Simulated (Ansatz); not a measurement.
**From formation energies to a reaction energy: BeSe5**

These are results of DFT PBE, scalar-relativistic, plane waves, PAW in Ansatz, not measurements. All cells share a 420 eV cutoff and Γ-centred k meshes spaced at most about 0.3 Å⁻¹ (about 0.25 or finer for metals, 2π included). No spin polarisation.

Formation energies are uncorrected and refer to the elements' standard structures at the same level.

Temperature and zero-point effects are left out. The reference form of Se is held partly by dispersion forces, which this level lacks.

A trial structure of BeSe5 (reached from: Mg5Sn type (R32), changed on relaxing; relaxed: space group R-3m (No. 166), a = 6.929 Å, c = 9.171 Å) has a formation energy of 0.183 eV/atom. It holds Se–Se nets (shortest 2.60 Å). At its composition the lowest mixture among the elements and 1 reference phase computed alike (others may be missing) consists of these:

```json
{"phase": "Se (solid)", "source": "element", "ΔE_f (eV/atom)": "0.000"}
{"phase": "BeSe (F-43m)", "source": "COD", "ΔE_f (eV/atom)": "-0.797"}
```

Question: Write the balanced decomposition and find its energy per atom, per formula unit and per mole of formula units.

Answer: Balancing Be and Se gives BeSe5 → 4 Se + BeSe. The left side holds 6 atoms, and the products take 4/6 (Se) and 2/6 (BeSe) of them. The mixture therefore lies at 4/6 × (0.000) + 2/6 × (-0.797) = -0.266 eV/atom. The reaction energy is -0.266 − (0.183) = -0.449 eV/atom. Times 6 atoms that is -2.694 eV per BeSe5, and times 96.485 it is -260 kJ per mole of BeSe5. Decomposition is downhill, so the trial structure is unstable against this mixture.
